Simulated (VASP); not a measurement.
# Ni (Fm-3m) in VASP: a series of runs, part 2 of 2

VASP 6.6.1. The steps go on from the part before.

## 3. Band structure, revPBE, collinear spin, ferromagnetic start

POSCAR

```
Ni
1.0
    0.0000000000      1.7375729330      1.7375729330
    1.7375729330      0.0000000000      1.7375729330
    1.7375729330      1.7375729330      0.0000000000
Ni
1
Direct
    0.0000000000      0.0000000000      0.0000000000
```

INCAR.step1

```
  ALGO = Fast
  EDIFF = 1E-6
  ENCUT = 520
  GGA = RE
  ISIF = 2
  ISMEAR = -1
  ISPIN = 2
  LASPH = True
  LCHARG = True
  LMAXMIX = 4
  LORBIT = 11
  LREAL = False
  LWAVE = False
  MAGMOM = 1
  NBANDS = 15
  NELM = 150
  PREC = Accurate
  SIGMA = 0.05
```

KPOINTS.step1

```
k-points
0
Gamma
  13 13 13
```

INCAR.step2

```
  ALGO = Fast
  EDIFF = 1E-6
  ENCUT = 520
  GGA = RE
  ICHARG = 11
  ISIF = 2
  ISMEAR = 0
  ISPIN = 2
  LASPH = True
  LCHARG = False
  LMAXMIX = 4
  LORBIT = 11
  LREAL = False
  LWAVE = False
  MAGMOM = 1
  NBANDS = 15
  NELM = 150
  PREC = Accurate
  SIGMA = 0.05
```

KPOINTS.step2

```
path GXWKGLUWLK,UX
10
line-mode
reciprocal
 0.0000000000  0.0000000000  0.0000000000  G
 0.5000000000  0.0000000000  0.5000000000  X

 0.5000000000  0.0000000000  0.5000000000  X
 0.5000000000  0.2500000000  0.7500000000  W

 0.5000000000  0.2500000000  0.7500000000  W
 0.3750000000  0.3750000000  0.7500000000  K

 0.3750000000  0.3750000000  0.7500000000  K
 0.0000000000  0.0000000000  0.0000000000  G

 0.0000000000  0.0000000000  0.0000000000  G
 0.5000000000  0.5000000000  0.5000000000  L

 0.5000000000  0.5000000000  0.5000000000  L
 0.6250000000  0.2500000000  0.6250000000  U

 0.6250000000  0.2500000000  0.6250000000  U
 0.5000000000  0.2500000000  0.7500000000  W

 0.5000000000  0.2500000000  0.7500000000  W
 0.5000000000  0.5000000000  0.5000000000  L

 0.5000000000  0.5000000000  0.5000000000  L
 0.3750000000  0.3750000000  0.7500000000  K

 0.6250000000  0.2500000000  0.6250000000  U
 0.5000000000  0.0000000000  0.5000000000  X
```

Potentials or basis: VASP PAW PBE potentials, release 64 (Ni).

Run with:

```
$ cat potpaw_PBE.64/Ni/POTCAR > POTCAR
$ cp INCAR.step1 INCAR
$ cp KPOINTS.step1 KPOINTS
$ mpirun -np 1 vasp_std > vasp.out
$ cp INCAR.step2 INCAR
$ cp KPOINTS.step2 KPOINTS
$ mpirun -np 1 vasp_std > vasp.out
```

Wall time 41 s (1 thread of AMD EPYC 7R13 (Zen 3), shared host); peak memory 0.11 GiB.

The run converged. Its results:

- Band gap along the path: none (metal or under the smearing width)
- Net moment: 0.62 μB per cell

Levels at the corners of the path, in eV from the Fermi level:
Spin up:
| point | band 2 | band 3 | band 4 | band 5 | band 6 | band 7 | band 8 | band 9 |
| --- | --- | --- | --- | --- | --- | --- | --- | --- |
| Γ | -2.54 | -2.54 | -2.54 | -1.30 | -1.30 | 23.99 | 28.19 | 28.19 |
| X | -4.40 | -0.56 | -0.47 | -0.47 | 2.47 | 9.54 | 15.19 | 15.19 |
| X | -4.40 | -0.56 | -0.47 | -0.47 | 2.47 | 9.54 | 15.19 | 15.19 |
| W | -3.21 | -3.21 | -1.37 | -0.47 | 7.94 | 7.94 | 10.19 | 11.55 |
| W | -3.21 | -3.21 | -1.37 | -0.47 | 7.94 | 7.94 | 10.19 | 11.55 |
| K | -3.89 | -2.21 | -1.14 | -0.74 | 5.87 | 7.48 | 10.31 | 17.59 |
| K | -3.89 | -2.21 | -1.14 | -0.74 | 5.87 | 7.48 | 10.31 | 17.59 |
| Γ | -2.54 | -2.54 | -2.54 | -1.30 | -1.30 | 23.99 | 28.19 | 28.19 |
| Γ | -2.54 | -2.54 | -2.54 | -1.30 | -1.30 | 23.99 | 28.19 | 28.19 |
| L | -2.52 | -2.52 | -0.61 | -0.61 | -0.37 | 5.93 | 22.46 | 25.36 |
| L | -2.52 | -2.52 | -0.61 | -0.61 | -0.37 | 5.93 | 22.46 | 25.36 |
| U | -3.89 | -2.21 | -1.14 | -0.74 | 5.87 | 7.48 | 10.31 | 17.59 |
| U | -3.89 | -2.21 | -1.14 | -0.74 | 5.87 | 7.48 | 10.31 | 17.59 |
| W | -3.21 | -3.21 | -1.37 | -0.47 | 7.94 | 7.94 | 10.19 | 11.55 |
| W | -3.21 | -3.21 | -1.37 | -0.47 | 7.94 | 7.94 | 10.19 | 11.55 |
| L | -2.52 | -2.52 | -0.61 | -0.61 | -0.37 | 5.93 | 22.46 | 25.36 |
| L | -2.52 | -2.52 | -0.61 | -0.61 | -0.37 | 5.93 | 22.46 | 25.36 |
| K | -3.89 | -2.21 | -1.14 | -0.74 | 5.87 | 7.48 | 10.31 | 17.59 |
| U | -3.89 | -2.21 | -1.14 | -0.74 | 5.87 | 7.48 | 10.31 | 17.59 |
| X | -4.40 | -0.56 | -0.47 | -0.47 | 2.47 | 9.54 | 15.19 | 15.19 |
Spin down:
```tsv
point	band 1	band 2	band 3	band 4	band 5	band 6	band 7	band 8
Γ	-9.31	-1.78	-1.78	-1.78	-0.71	-0.71	23.82	28.15
X	-4.54	-3.78	0.06	0.41	0.41	2.42	9.78	15.18
X	-4.54	-3.78	0.06	0.41	0.41	2.42	9.78	15.18
W	-3.58	-2.60	-2.60	-0.81	0.41	8.12	8.12	10.34
W	-3.58	-2.60	-2.60	-0.81	0.41	8.12	8.12	10.34
K	-3.75	-3.35	-1.58	-0.56	0.12	6.08	7.65	10.50
K	-3.75	-3.35	-1.58	-0.56	0.12	6.08	7.65	10.50
Γ	-9.31	-1.78	-1.78	-1.78	-0.71	-0.71	23.82	28.15
Γ	-9.31	-1.78	-1.78	-1.78	-0.71	-0.71	23.82	28.15
L	-4.61	-1.90	-1.90	-0.44	0.16	0.16	6.36	22.31
L	-4.61	-1.90	-1.90	-0.44	0.16	0.16	6.36	22.31
U	-3.75	-3.35	-1.58	-0.56	0.12	6.08	7.65	10.50
U	-3.75	-3.35	-1.58	-0.56	0.12	6.08	7.65	10.50
W	-3.58	-2.60	-2.60	-0.81	0.41	8.12	8.12	10.34
W	-3.58	-2.60	-2.60	-0.81	0.41	8.12	8.12	10.34
L	-4.61	-1.90	-1.90	-0.44	0.16	0.16	6.36	22.31
L	-4.61	-1.90	-1.90	-0.44	0.16	0.16	6.36	22.31
K	-3.75	-3.35	-1.58	-0.56	0.12	6.08	7.65	10.50
U	-3.75	-3.35	-1.58	-0.56	0.12	6.08	7.65	10.50
X	-4.54	-3.78	0.06	0.41	0.41	2.42	9.78	15.18
```

Caveat: the log is that of the step along the path at fixed density, whose energy, stress, charges and moments have no meaning; the PAW data sets were made with another functional, which shifts forces and pressure a little.

## 4. Band structure, BLYP, collinear spin, ferromagnetic start

POSCAR is that of step 3.

INCAR.step1

```
SYSTEM = Ni
  PREC = Accurate
  ENCUT = 520
  EDIFF = 1E-6
  ISMEAR = -1
  SIGMA = 0.05
  LREAL = .False.
  LASPH = .True.
  NELM = 150
  ALGO = Normal
  ISIF = 2
  LWAVE = .False.
  LCHARG = .True.
  ISPIN = 2
  MAGMOM = 1
  LORBIT = 11
  LMAXMIX = 4
  GGA = B5
  ALDAX = 1.0
  AGGAX = 1.0
  AGGAC = 1.0
  ALDAC = 0.0
  NBANDS = 15
```

KPOINTS.step1

```
regular mesh
0
Gamma
  13 13 13
  0 0 0
```

INCAR.step2

```
SYSTEM = Ni
  PREC = Accurate
  ENCUT = 520
  EDIFF = 1E-6
  ISMEAR = 0
  SIGMA = 0.05
  LREAL = .False.
  LASPH = .True.
  NELM = 150
  ALGO = Normal
  ISIF = 2
  LWAVE = .False.
  LCHARG = .False.
  ISPIN = 2
  MAGMOM = 1
  LORBIT = 11
  LMAXMIX = 4
  GGA = B5
  ALDAX = 1.0
  AGGAX = 1.0
  AGGAC = 1.0
  ALDAC = 0.0
  NBANDS = 15
  ICHARG = 11
```

KPOINTS.step2 is that of step 3.

Run with:

```
$ cat potpaw_PBE.64/Ni/POTCAR > POTCAR
$ cp INCAR.step1 INCAR
$ cp KPOINTS.step1 KPOINTS
$ mpirun -np 1 vasp_std > vasp.out
$ cp INCAR.step2 INCAR
$ cp KPOINTS.step2 KPOINTS
$ mpirun -np 1 vasp_std > vasp.out
```

Run time: 46 s. Hardware: 1 thread of AMD EPYC 7R13 (Zen 3), shared host; peak memory 0.11 GiB.

The run converged. Its results:

- Band gap along the path: none (metal or under the smearing width)
- Net moment: 0.61 μB per cell

Caveat: the log is that of the step along the path at fixed density, whose energy, stress, charges and moments have no meaning; the PAW data sets were made with another functional, which shifts forces and pressure a little.

## 5. Band structure, PW91, collinear spin, ferromagnetic start

INCAR

```
PREC = Accurate
ENCUT = 520
EDIFF = 1E-7
ISMEAR = -1
SIGMA = 0.05
LREAL = F
LASPH = T
NELM = 100
ALGO = Normal
ISIF = 2
LWAVE = F
LCHARG = F
ISPIN = 2
MAGMOM = 1
LORBIT = 11
LMAXMIX = 4
GGA = 91
```

KPOINTS

```
Automatic mesh
0
Gamma
  13 13 13
```

POSCAR is that of step 4.

KPOINTS_OPT

```
path GXWKGLUWLK,UX
15
line-mode
reciprocal
 0.0000000000  0.0000000000  0.0000000000  G
 0.5000000000  0.0000000000  0.5000000000  X

 0.5000000000  0.0000000000  0.5000000000  X
 0.5000000000  0.2500000000  0.7500000000  W

 0.5000000000  0.2500000000  0.7500000000  W
 0.3750000000  0.3750000000  0.7500000000  K

 0.3750000000  0.3750000000  0.7500000000  K
 0.0000000000  0.0000000000  0.0000000000  G

 0.0000000000  0.0000000000  0.0000000000  G
 0.5000000000  0.5000000000  0.5000000000  L

 0.5000000000  0.5000000000  0.5000000000  L
 0.6250000000  0.2500000000  0.6250000000  U

 0.6250000000  0.2500000000  0.6250000000  U
 0.5000000000  0.2500000000  0.7500000000  W

 0.5000000000  0.2500000000  0.7500000000  W
 0.5000000000  0.5000000000  0.5000000000  L

 0.5000000000  0.5000000000  0.5000000000  L
 0.3750000000  0.3750000000  0.7500000000  K

 0.6250000000  0.2500000000  0.6250000000  U
 0.5000000000  0.0000000000  0.5000000000  X
```

Run with:

```
$ cat potpaw_PBE.64/Ni/POTCAR > POTCAR
$ mpirun -np 1 vasp_std > vasp.out
```

Run time: 38 s. Hardware: 1 thread of AMD EPYC 7R13 (Zen 3), shared host; peak memory 0.12 GiB.

It converged, with:

```
Free energy                                           : -5.4641 eV
Pressure                                              : 8.3 GPa
Band gap along the path                               : none (metal or under the smearing width)
Net moment                                            : 0.62 μB per cell
Site moments                                          : Ni +0.62 μB
Valence electrons inside the program's atomic spheres : Ni 9.39
```

Levels at the corners of the path, in eV from the Fermi level:
Spin up:
```csv
point,band 3,band 4,band 5,band 6,band 7,band 8
Γ,-2.48,-2.48,-1.27,-1.27,24.12,28.21
X,-0.52,-0.40,-0.40,2.51,9.60,15.19
X,-0.52,-0.40,-0.40,2.51,9.60,15.19
W,-3.16,-1.34,-0.40,7.99,7.99,10.29
W,-3.16,-1.34,-0.40,7.99,7.99,10.29
K,-2.14,-1.10,-0.67,5.92,7.54,10.34
K,-2.14,-1.10,-0.67,5.92,7.54,10.34
Γ,-2.48,-2.48,-1.27,-1.27,24.12,28.21
Γ,-2.48,-2.48,-1.27,-1.27,24.12,28.21
L,-2.48,-0.55,-0.55,-0.30,5.98,22.61
L,-2.48,-0.55,-0.55,-0.30,5.98,22.61
U,-2.14,-1.10,-0.67,5.92,7.54,10.34
U,-2.14,-1.10,-0.67,5.92,7.54,10.34
W,-3.16,-1.34,-0.40,7.99,7.99,10.29
W,-3.16,-1.34,-0.40,7.99,7.99,10.29
L,-2.48,-0.55,-0.55,-0.30,5.98,22.61
L,-2.48,-0.55,-0.55,-0.30,5.98,22.61
K,-2.14,-1.10,-0.67,5.92,7.54,10.34
U,-2.14,-1.10,-0.67,5.92,7.54,10.34
X,-0.52,-0.40,-0.40,2.51,9.60,15.19
```
Spin down:
```csv
point,band 1,band 2,band 3,band 4,band 5,band 6,band 7,band 8
Γ,-9.22,-1.79,-1.79,-1.79,-0.70,-0.70,24.00,28.21
X,-4.50,-3.78,0.08,0.39,0.39,2.51,9.85,15.22
X,-4.50,-3.78,0.08,0.39,0.39,2.51,9.85,15.22
W,-3.54,-2.59,-2.59,-0.80,0.39,8.18,8.18,10.46
W,-3.54,-2.59,-2.59,-0.80,0.39,8.18,8.18,10.46
K,-3.72,-3.34,-1.57,-0.54,0.11,6.14,7.73,10.55
K,-3.72,-3.34,-1.57,-0.54,0.11,6.14,7.73,10.55
Γ,-9.22,-1.79,-1.79,-1.79,-0.70,-0.70,24.00,28.21
Γ,-9.22,-1.79,-1.79,-1.79,-0.70,-0.70,24.00,28.21
L,-4.59,-1.90,-1.90,-0.33,0.15,0.15,6.38,22.50
L,-4.59,-1.90,-1.90,-0.33,0.15,0.15,6.38,22.50
U,-3.72,-3.34,-1.57,-0.54,0.11,6.14,7.73,10.55
U,-3.72,-3.34,-1.57,-0.54,0.11,6.14,7.73,10.55
W,-3.54,-2.59,-2.59,-0.80,0.39,8.18,8.18,10.46
W,-3.54,-2.59,-2.59,-0.80,0.39,8.18,8.18,10.46
L,-4.59,-1.90,-1.90,-0.33,0.15,0.15,6.38,22.50
L,-4.59,-1.90,-1.90,-0.33,0.15,0.15,6.38,22.50
K,-3.72,-3.34,-1.57,-0.54,0.11,6.14,7.73,10.55
U,-3.72,-3.34,-1.57,-0.54,0.11,6.14,7.73,10.55
X,-4.50,-3.78,0.08,0.39,0.39,2.51,9.85,15.22
```

Caveat: the PAW data sets were made with another functional, which shifts forces and pressure a little.

## 6. For comparison

An earlier run on the cell as given: functional PBEsol; potentials or basis VASP PAW PBE potentials, release 64 (Ni); cutoff 520 eV; k mesh 13 × 13 × 13; occupations fermi-dirac, width 0.05 eV; collinear spin, ferromagnetic start; starting moments [1.0] μB.

- Pressure: -2.4 GPa
- Band gap on the k mesh: none (metal or under the smearing width)
- Net moment: 0.62 μB per cell
- Site moments: Ni +0.63 μB
- Valence electrons inside the program's atomic spheres: Ni 9.38

## 7. The runs side by side

```csv
task,level,potentials or basis,cutoff (eV),ladder,pressure (GPa),moment (μB)
band structure,PBE,"VASP PAW PBE potentials, release 64 (Ni_GW)",550,-,6.9,0.63
band structure,revPBE,"VASP PAW PBE potentials, release 64 (Ni)",520,-,-,0.62
band structure,BLYP,"VASP PAW PBE potentials, release 64 (Ni)",520,-,-,0.61
band structure,PW91,"VASP PAW PBE potentials, release 64 (Ni)",520,-,8.3,0.62
single point,PBEsol,"VASP PAW PBE potentials, release 64 (Ni)",520,free,-2.4,0.62
```

Alike in all rows: spin collinear, ferromagnetic start; cell as given; k mesh 13 × 13 × 13; smearing fermi-dirac 0.05 eV.

Caveats: the PAW data sets were made with another functional, which shifts forces and pressure a little (some runs).

Absolute energies hang on the potentials; compare differences alone.
